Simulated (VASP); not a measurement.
# CoSi (P6/mmm) in VASP: notebook

The runs below take CoSi through relaxation of cell and atoms, with PBE.

Everything below comes from runs of VASP 6.6.1. Logs are shortened: lines on timing, memory, paths and dates and some standing lists are left out, and cuts for length are marked.

### 1 The structure

It takes space group P6/mmm (No. 191, hexagonal). The conventional cell has a = 4.819 Å, b = 4.819 Å, c = 3.743 Å, α = 90.00°, β = 90.00°, γ = 120.00°. Co (site symmetry mmm) has 6 Si at 2.33 to 2.41 Å and 4 Co at 2.41 Å as nearest neighbours. Si (site symmetry -6m2) is surrounded by 6 Co at 2.33 Å. Around Si (site symmetry 6/mmm) lie 6 Co at 2.41 Å.

The cell was built by a generator and needn't be a form met in nature.

### 2 Relaxation of cell and atoms, PBE, collinear spin, ferromagnetic start

File INCAR:

```
SYSTEM = CoSi
PREC = Accurate
ENCUT = 520
EDIFF = 1E-6
ISMEAR = 0
SIGMA = 0.1
LREAL = .False.
LASPH = .True.
NELM = 120
ALGO = Normal
ISIF = 3
LWAVE = .False.
LCHARG = .False.
ISPIN = 2
MAGMOM = 2 2 2 0 0 0
LORBIT = 11
LMAXMIX = 4
GGA = PE
IBRION = 2
NSW = 90
EDIFFG = -0.01
KPAR = 8
```

File KPOINTS:

```
Automatic mesh
0
Gamma
  8 8 8
  0 0 0
```

File POSCAR:

```
CoSi
1.0
    4.8187120100      0.0000000000      0.0000000000
   -2.4093560000      4.1731270100      0.0000000000
    0.0000000000      0.0000000000      3.7430000000
Co Si
3 3
Direct
    0.5000000000      0.0000000000      0.0000000000
    0.5000000000      0.5000000000      0.0000000000
    0.0000000000      0.5000000000      0.0000000000
    0.3333333300      0.6666666700      0.5000000000
    0.6666666700      0.3333333300      0.5000000000
    0.0000000000      0.0000000000      0.0000000000
```

Potentials or basis: VASP PAW PBE potentials, release 64 (Co, Si).

Command:

```console
$ cat potpaw_PBE.64/Co/POTCAR potpaw_PBE.64/Si/POTCAR > POTCAR
$ mpirun -np 8 vasp_std > vasp.out
```

OUTCAR:

```text
SYSTEM = CoSi
   PREC = Accurate
   ENCUT = 520
   EDIFF = 1E-6
   ISMEAR = 0
   LREAL = .False.
   LASPH = .True.
   NELM = 120
   ISIF = 3
   ISPIN = 2
   LORBIT = 11
   GGA = PE
   IBRION = 2
   NSW = 90
   EDIFFG = -0.01

 ion  position               nearest neighbor table
   1  0.500  0.000  0.000-   4 2.33   5 2.33   4 2.33   5 2.33   2 2.41   2 2.41   3 2.41   3 2.41
                             6 2.41   6 2.41
   2  0.500  0.500  0.000-   4 2.33   5 2.33   4 2.33   5 2.33   1 2.41   1 2.41   6 2.41   6 2.41
                             3 2.41   3 2.41
   3  0.000  0.500  0.000-   4 2.33   5 2.33   4 2.33   5 2.33   6 2.41   6 2.41   1 2.41   1 2.41
                             2 2.41   2 2.41
   4  0.333  0.667  0.500-   1 2.33   1 2.33   3 2.33   3 2.33   2 2.33   2 2.33   5 2.78   5 2.78
                             5 2.78
   5  0.667  0.333  0.500-   1 2.33   1 2.33   3 2.33   3 2.33   2 2.33   2 2.33   4 2.78   4 2.78
                             4 2.78
   6  0.000  0.000  0.000-   3 2.41   3 2.41   2 2.41   2 2.41   1 2.41   1 2.41

  LATTYP: Found a hexagonal cell.
 ALAT       =     4.8187120100
 C/A-ratio  =     0.7767635817

  Lattice vectors:

 A1 = (   4.8187120100,   0.0000000000,   0.0000000000)
 A2 = (  -2.4093560000,   4.1731270100,   0.0000000000)
 A3 = (   0.0000000000,   0.0000000000,   3.7430000000)

Analysis of symmetry for initial positions (statically):
=====================================================================
 Subroutine PRICEL returns:
 Original cell was already a primitive cell.

 Routine SETGRP: Setting up the symmetry group for a
 hexagonal supercell.

 Subroutine GETGRP returns: Found 24 space group operations
 (whereof 24 operations were pure point group operations)
 out of a pool of 24 trial point group operations.

The static configuration has the point symmetry D_6h.

Analysis of symmetry for dynamics (positions and initial velocities):
=====================================================================
 Subroutine PRICEL returns:
 Original cell was already a primitive cell.

 Routine SETGRP: Setting up the symmetry group for a
 hexagonal supercell.

 Subroutine GETGRP returns: Found 24 space group operations
 (whereof 24 operations were pure point group operations)
 out of a pool of 24 trial point group operations.

The dynamic configuration has the point symmetry D_6h.

Analysis of structural, dynamic, and magnetic symmetry:
=====================================================================
 Subroutine PRICEL returns:
 Original cell was already a primitive cell.

 Routine SETGRP: Setting up the symmetry group for a
 hexagonal supercell.

 Subroutine GETGRP returns: Found 24 space group operations
 (whereof 24 operations were pure point group operations)
 out of a pool of 24 trial point group operations.

The overall configuration has the point symmetry D_6h.

 Subroutine INISYM returns: Found 24 space group operations
 (whereof 24 operations are pure point group operations),
 and found     1 'primitive' translations

----------------------------------------------------------------------------------------

                                     Primitive cell

  volume of cell :      75.2684

  direct lattice vectors                    reciprocal lattice vectors
     4.818712010  0.000000000  0.000000000     0.207524334  0.119814230  0.000000000
    -2.409356000  4.173127010  0.000000000     0.000000000  0.239628460  0.000000000
     0.000000000  0.000000000  3.743000000     0.000000000  0.000000000  0.267165375

  length of vectors
     4.818712010  4.818712004  3.743000000     0.239628460  0.239628460  0.267165375

  position of ions in fractional coordinates (direct lattice)
     0.500000000  0.000000000  0.000000000
     0.500000000  0.500000000  0.000000000
     0.000000000  0.500000000  0.000000000
     0.333333330  0.666666670  0.500000000
     0.666666670  0.333333330  0.500000000
     0.000000000  0.000000000  0.000000000

  ion indices of the primitive-cell ions
   primitive index   ion index
                 1           1
                 2           2
                 3           3
                 4           4
                 5           5
                 6           6

----------------------------------------------------------------------------------------

 KPOINTS: Automatic mesh

Automatic generation of k-mesh.
 Grid dimensions read from file:
 generate k-points for:    8    8    8

 Generating k-lattice:

  Cartesian coordinates                     Fractional coordinates (reciprocal lattice)
     0.025940542  0.014976779  0.000000000     0.125000000  0.000000000  0.000000000
     0.000000000  0.029953558  0.000000000     0.000000000  0.125000000  0.000000000
     0.000000000  0.000000000  0.033395672     0.000000000  0.000000000  0.125000000

  Length of vectors
     0.029953557  0.029953558  0.033395672

  Shift w.r.t. Gamma in fractional coordinates (k-lattice)
     0.000000000  0.000000000  0.000000000

 Subroutine IBZKPT returns following result:
 ===========================================

 Found     50 irreducible k-points:

 Following reciprocal coordinates:
            Coordinates               Weight
  0.000000  0.000000  0.000000      1.000000
  0.125000  0.000000  0.000000      6.000000
  0.250000  0.000000  0.000000      6.000000
  0.375000  0.000000  0.000000      6.000000
  0.500000  0.000000  0.000000      3.000000
  0.125000  0.125000  0.000000      6.000000
[... 16 lines left out ...]
  0.250000  0.000000  0.250000     12.000000
  0.375000  0.000000  0.250000     12.000000
 [... further k-points ...]
   k-points           NKPTS =     50   k-points in BZ     NKDIM =     50   number of bands    NBANDS=     26
   number of dos      NEDOS =    301   number of ions     NIONS =      6
   total plane-waves  NPLWV =  36288
   dimension x,y,z NGX =    36 NGY =   36 NGZ =   28
   dimension x,y,z NGXF=    72 NGYF=   72 NGZF=   56
   ions per type =               3   3
   NGX,Y,Z   is equivalent  to a cutoff of  12.42, 12.42, 12.44 a.u.
   NGXF,Y,Z  is equivalent  to a cutoff of  24.84, 24.84, 24.87 a.u.
 SYSTEM =  CoSi
   PREC   = accura    normal or accurate (medium, high low for compatibility)
   ISTART =      0    job   : 0-new  1-cont  2-samecut
   ICHARG =      2    charge: 1-file 2-atom 10-const
   ISPIN  =      2    spin polarized calculation?
   LNONCOLLINEAR =      F non collinear calculations
   LSORBIT =      F    spin-orbit coupling
   LASPH  =      T    aspherical Exc in radial PAW
   ENCUT  =  520.0 eV  38.22 Ry    6.18 a.u.   8.96  8.96  6.96*2*pi/ulx,y,z
   NELM   =    120;   NELMIN=  2; NELMDL= -5     # of ELM steps
   EDIFF  = 0.1E-05   stopping-criterion for ELM
   LREAL  =      F    real-space projection
   EDIFFG = -.1E-01   stopping-criterion for IOM
   NSW    =     90    number of steps for IOM
   IBRION =      2    ionic relax: 0-MD 1-quasi-New 2-CG
   NFREE  =      1    steps in history (QN), initial steepest desc. (CG)
   ISIF   =      3    stress and relaxation
   ISYM   =      2    0-nonsym 1-usesym 2-fastsym
   POTIM  = 0.5000    time-step for ionic-motion
   TEBEG  =    0.0;   TEEND  =   0.0 temperature during run
   PSTRESS=    0.0 pullay stress
   NELECT =      39.0000    total number of electrons
   NUPDOWN=      -1.0000    fix difference up-down
   EMIN   =  10.00;   EMAX   =-10.00  energy-range for DOS
   EFERMI =   0.00;   METHOD = LEGACY
   ISMEAR =     0;   SIGMA  =   0.10  broadening in eV -4-tet -1-fermi 0-gaus
   EFERMI_NEDOS =   21; number of points for ismear=-14 and -15
   IALGO  =     38    algorithm
   IMIX   =      4    mixing-type and parameters
     AMIX     =   0.40;   BMIX     =  1.00
     AMIX_MAG =   1.60;   BMIX_MAG =  1.00
  volume/ion in A,a.u.               =      12.54        84.66
  Fermi-wavevector in a.u.,A,eV,Ry     =   1.314899  2.484798 23.523903  1.728958
  Thomas-Fermi vector in A             =   2.445119
   LORBIT       =     11    0 simple, 1 ext, 2 COOP (PROOUT), +10 PAW based schemes
   GGA     = PE    functional components
   LHFCALC =     F    Hartree Fock is set to
   AEXX    =    0.0000 exact exchange contribution
   IVDW    =     0    specifies the selected vdW correction
   LEPSILON=     F    determine dielectric tensor
   LRPA    =     F    only Hartree local field effects (RPA)
 conjugate gradient relaxation of ions
 spin polarized calculation
 Gauss-broadening in eV      SIGMA  =   0.10
  energy-cutoff  :      520.00
  volume of cell :       75.27
 maximum number of plane-waves:      2046
 NGX is ok and might be reduce to    36
   NGX = 17   NGY = 17   NGZ = 13

--------------------------------------- Ionic step        1  -------------------------------------------

 number of electron      38.9999992 magnetization       0.0000534

 number of electron      38.9999992 magnetization      -0.0000916

 Free energy of the ion-electron system (eV)
  ---------------------------------------------------
  ext. energy  EPLUGINS =         0.00000000
  ---------------------------------------------------
  free energy    TOTEN  =       -40.02588408 eV

  energy without entropy =      -40.02013919  energy(sigma->0) =      -40.02301163

------------------------ aborting loop because EDIFF is reached ----------------------------------------

  FORCE on cell =-STRESS in cart. coord.  units (eV):
  Direction    XX          YY          ZZ          XY          YZ          ZX
  --------------------------------------------------------------------------------------
  -------------------------------------------------------------------------------------
  Total        0.3875717      0.3875717     -0.3024052      0.0000000      0.0000000      0.0000000
  in kB        8.2499287      8.2499287     -6.4370573      0.0000000      0.0000000      0.0000000
  external PRESSURE =       3.3542667 kB  Pullay stress =       0.0000000 kB
[... 195 lines left out ...]
--------------------------------------- Ionic step        6  -------------------------------------------

 number of electron      38.9999986 magnetization       0.0000011

 number of electron      38.9999986 magnetization      -0.0000013

 Free energy of the ion-electron system (eV)
  ---------------------------------------------------
  ext. energy  EPLUGINS =         0.00000000
  ---------------------------------------------------
  free energy    TOTEN  =       -40.02708342 eV

  energy without entropy =      -40.02146538  energy(sigma->0) =      -40.02427440

 E-fermi :   9.9472     XC(G=0): -11.9681

 val. band max:        9.8717141741   @ k =   0.0000   0.0000   0.3750
 cond. band min:       9.9882651074   @ k =   0.2500   0.0000   0.0000
 fundamental gap:      0.1165509333
 Fermi energy:         9.9471522342

 spin component 1

 k-point     1 :       0.0000    0.0000    0.0000
  band No.  band energies     occupation
      1      -2.3675      1.00000
      2       2.5658      1.00000
      3       4.3897      1.00000
      4       4.9034      1.00000
      5       4.9034      1.00000
      6       5.2948      1.00000
[... 685 lines left out ...]
     25      14.3177      0.00000
     26      14.6602      0.00000

 [... further k-points ...]

 spin component 2

 k-point     1 :       0.0000    0.0000    0.0000
  band No.  band energies     occupation
      1      -2.3675      1.00000
      2       2.5658      1.00000
      3       4.3897      1.00000
      4       4.9034      1.00000
      5       4.9034      1.00000
      6       5.2948      1.00000
[... 685 lines left out ...]
     25      14.3177      0.00000
     26      14.6602      0.00000

 [... further k-points ...]

------------------------ aborting loop because EDIFF is reached ----------------------------------------

  FORCE on cell =-STRESS in cart. coord.  units (eV):
  Direction    XX          YY          ZZ          XY          YZ          ZX
  --------------------------------------------------------------------------------------
  -------------------------------------------------------------------------------------
  Total        0.0129486      0.0129486     -0.0021034      0.0000000      0.0000000      0.0000000
  in kB        0.2751889      0.2751889     -0.0447014      0.0000000      0.0000000      0.0000000
  external PRESSURE =       0.1685588 kB  Pullay stress =       0.0000000 kB
[... 21 lines left out ...]
  FREE ENERGIE OF THE ION-ELECTRON SYSTEM (eV)
  ---------------------------------------------------
  free  energy   TOTEN  =       -40.0270834157 eV

  energy  without entropy=      -40.0214653800  energy(sigma->0) =      -40.02427440

 reached required accuracy - stopping structural energy minimisation

 total charge

# of ion       s       p       d       tot
------------------------------------------
    1        0.488   0.664   7.532   8.684
    2        0.488   0.664   7.532   8.684
    3        0.488   0.664   7.532   8.684
    4        0.753   0.859   0.000   1.612
    5        0.753   0.859   0.000   1.612
    6        0.779   0.752   0.000   1.531
--------------------------------------------------
tot          3.750   4.461  22.597  30.808

 magnetization (x)

# of ion       s       p       d       tot
------------------------------------------
    1       -0.000  -0.000  -0.000  -0.000
    2       -0.000  -0.000  -0.000  -0.000
    3       -0.000  -0.000  -0.000  -0.000
    4       -0.000  -0.000   0.000  -0.000
    5       -0.000  -0.000   0.000  -0.000
    6       -0.000   0.000   0.000   0.000
--------------------------------------------------
tot         -0.000  -0.000  -0.000  -0.000
```

It took 60 s on 8 MPI ranks of Intel Xeon 6975P-C (Granite Rapids), shared host; peak memory 0.35 GiB.

What came out:

```yaml
Free_energy: -40.0271 eV
Relaxed_volume: 12.56 Å³/atom
Relaxed_cell: a = 4.828 Å, b = 4.828 Å, c = 3.734 Å, α = 90.00°, β = 90.00°, γ = 120.00°
Space_group_after_relaxing_to_0.05_Å: P6/mmm (No. 191)
Energy_gained_by_relaxing: 0.2 meV/atom
Ionic_steps: 6
Pressure_after_relaxing: 0.0 GPa
Band_gap_on_the_k_mesh: none (metal or under the smearing width)
Net_moment: 0.00 μB per cell
Valence_electrons_inside_the_program's_atomic_spheres: Co 8.68; Si 1.61, 1.53
```

Step by step:
| step | energy change (eV) | largest force (eV/Å) | pressure (GPa) | volume (Å³) |
| --- | --- | --- | --- | --- |
| 1 | 0.0000 | 0.0000 | 0.34 | 75.27 |
| 2 | -0.0009 | 0.0000 | -0.39 | 75.55 |
| 3 | -0.0011 | 0.0000 | -0.28 | 75.47 |
| 4 | -0.0011 | 0.0000 | -0.22 | 75.46 |
| 5 | -0.0011 | 0.0000 | 0.20 | 75.31 |
| 6 | -0.0012 | 0.0000 | 0.02 | 75.39 |

Final structure:
```
CELL_PARAMETERS angstrom
4.82838 0.00000 0.00000
-2.41419 4.18150 0.00000
0.00000 0.00000 3.73395
ATOMIC_POSITIONS crystal
Co 0.50000 0.00000 0.00000
Co 0.50000 0.50000 0.00000
Co 0.00000 0.50000 0.00000
Si 0.33333 0.66667 0.50000
Si 0.66667 0.33333 0.50000
Si 0.00000 0.00000 0.00000
```

Caveat: the starting moments collapsed, and a magnetic state may lie lower.

### 3 Relaxation of cell and atoms, PBE, collinear spin, ferromagnetic start

Edit INCAR of step 2 so:

```diff
@@ -3,3 +3,3 @@
 ENCUT = 520
-EDIFF = 1E-6
+EDIFF = 1E-7
 ISMEAR = 0
@@ -19,4 +19,5 @@
 IBRION = 2
-NSW = 90
-EDIFFG = -0.01
+NSW = 60
+EDIFFG = -0.005
+POTIM = 0.3
 KPAR = 8
```

KPOINTS is that of step 2.

File POSCAR:

```
CoSi                                    
1.0
    4.8283843440      0.0000000000      0.0000000000
   -2.4141921670      4.1815034970     -0.0000000000
    0.0000000000      0.0000000000      3.7339521386
  Co              Si            
     3     3
Direct
     0.5000000000000000    0.0000000000000000    0.0000000000000000
     0.5000000000000000    0.5000000000000000    0.0000000000000000
     0.0000000000000000    0.5000000000000000    0.0000000000000000
     0.3333333300000021    0.6666666699999979    0.5000000000000000
     0.6666666699999979    0.3333333300000021    0.5000000000000000
     0.0000000000000000    0.0000000000000000    0.0000000000000000
```

Potentials or basis: VASP PAW PBE potentials, release 64 (Co, Si).

Command:

```console
$ cat potpaw_PBE.64/Co/POTCAR potpaw_PBE.64/Si/POTCAR > POTCAR
$ mpirun -np 8 vasp_std > vasp.out
```

Run time: 24 s. Hardware: 8 MPI ranks of Intel Xeon 6975P-C (Granite Rapids), shared host; peak memory 0.32 GiB.

Results (log left out):

```
Free energy                                           : -40.0271 eV
Pressure after relaxing                               : 0.0 GPa
Band gap on the k mesh                                : none (metal or under the smearing width)
Net moment                                            : 0.00 μB per cell
Valence electrons inside the program's atomic spheres : Co 8.68; Si 1.61, 1.53
```

Final structure:
```xyz
6
Lattice="4.8284 0.0000 0.0000 -2.4142 4.1815 0.0000 0.0000 0.0000 3.7340" Properties=species:S:1:pos:R:3 pbc="T T T"
Co    2.4142    0.0000    0.0000
Co    1.2071    2.0908    0.0000
Co   -1.2071    2.0908    0.0000
Si    0.0000    2.7877    1.8670
Si    2.4142    1.3938    1.8670
Si    0.0000    0.0000    0.0000
```

Levels at points of the mesh, in eV from the Fermi level:
Spin up:
| k point | band 16 | band 17 | band 18 | band 19 | band 20 | band 21 | band 22 | band 23 |
| --- | --- | --- | --- | --- | --- | --- | --- | --- |
| (0.00, 0.00, 0.00) | -0.75 | -0.62 | -0.62 | -0.56 | 0.70 | 0.76 | 1.89 | 1.89 |
| (0.50, 0.00, 0.00) | -1.10 | -0.60 | -0.59 | 0.99 | 1.17 | 1.94 | 2.15 | 3.47 |
| (0.00, 0.00, 0.50) | -1.36 | -0.72 | -0.72 | -0.67 | -0.67 | -0.64 | -0.31 | 0.70 |
| (0.50, 0.00, 0.50) | -1.37 | -1.13 | -0.68 | -0.67 | -0.59 | -0.38 | 0.54 | 1.56 |
Spin down:
| k point | band 17 | band 18 | band 19 | band 20 | band 21 | band 22 |
| --- | --- | --- | --- | --- | --- | --- |
| (0.00, 0.00, 0.00) | -0.62 | -0.62 | -0.56 | 0.70 | 0.76 | 1.89 |
| (0.50, 0.00, 0.00) | -0.60 | -0.59 | 0.99 | 1.17 | 1.94 | 2.15 |
| (0.00, 0.00, 0.50) | -0.72 | -0.72 | -0.67 | -0.67 | -0.64 | -0.31 |
| (0.50, 0.00, 0.50) | -1.13 | -0.68 | -0.67 | -0.59 | -0.38 | 0.54 |

Caveat: the starting moments collapsed, and a magnetic state may lie lower; the relaxation stopped at its first step, so nothing moved.
